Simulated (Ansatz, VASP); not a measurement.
**GaSb3 in VASP and in Ansatz**

INCAR

```
SYSTEM = GaSb3
ALGO = Normal ; EDIFF = 1E-7
ENCUT = 520 ; ISIF = 2
ISMEAR = 0 ; LASPH = .TRUE.
LCHARG = .FALSE. ; LREAL = .FALSE.
LWAVE = .FALSE. ; NBANDS = 22
NELM = 100 ; PREC = Accurate
SIGMA = 0.15
```

Contents of KPOINTS:

```
k-points
0
G
  10 10 10
  0 0 0
```

POSCAR

```
GaSb3
1.0
    0.0000000000      3.6220011279      3.6220011279
    3.6220011279      0.0000000000      3.6220011279
    3.6220011279      3.6220011279      0.0000000000
Ga Sb
1 3
Direct
    0.0000000000      0.0000000000      0.0000000000
    0.2500000000      0.2500000000      0.2500000000
    0.7500000000      0.7500000000      0.7500000000
    0.5000000000      0.5000000000      0.5000000000
```

Input for Ansatz:

```yaml
crystal:
  lattice:
    - [0.0, 3.6220011279, 3.6220011279]
    - [3.6220011279, 0.0, 3.6220011279]
    - [3.6220011279, 3.6220011279, 0.0]
  atoms:
    - { symbol: Ga, position: [0.0, 0.0, 0.0] }
    - { symbol: Sb, position: [0.25, 0.25, 0.25] }
    - { symbol: Sb, position: [0.75, 0.75, 0.75] }
    - { symbol: Sb, position: [0.5, 0.5, 0.5] }
basis:
  ecutwfc: 420
kpoints:
  mp_grid: { grid: [10, 10, 10] }
hamiltonian:
  xc: lda
  pseudopotentials: { kind: paw, azcp: { folder: soft_1 } }
scf:
  occupations: { method: gaussian, width: 0.15 }
output:
  forces: true
  stress: true
  eigenvalues: true
  write_density: true
  write_potential: true
  elf: true
  volumetric_format: npy
```

The cell comes from a database or a generator and needn't be the stable form of this composition.

Alike in both runs: task single point; functional LDA; k mesh 10 × 10 × 10; occupations gaussian, width 0.15 eV; no spin polarisation.

```csv
,VASP,Ansatz
version,VASP 6.6.1,Ansatz 0.2.0
potentials or method,"VASP PAW LDA potentials, release 64 (Ga_d, Sb)","scalar-relativistic, plane waves, PAW"
plane-wave cutoff (eV),520,420
valence electrons in the cell,28,58
```

|  | VASP | Ansatz | Ansatz less VASP |
| --- | --- | --- | --- |
| gap on the k mesh at the Fermi level (eV) | none | none | - |
| pressure (GPa) | 0.1 | 0.0 | -0.11 |

A gap of «none» marks a metal or a gap that the smearing closes. The two sets of potentials don't hold the same shells in valence. Ansatz warned: «pseudo_functional_mismatch».

Spin-orbit coupling is left out, which matters for the levels of Sb.
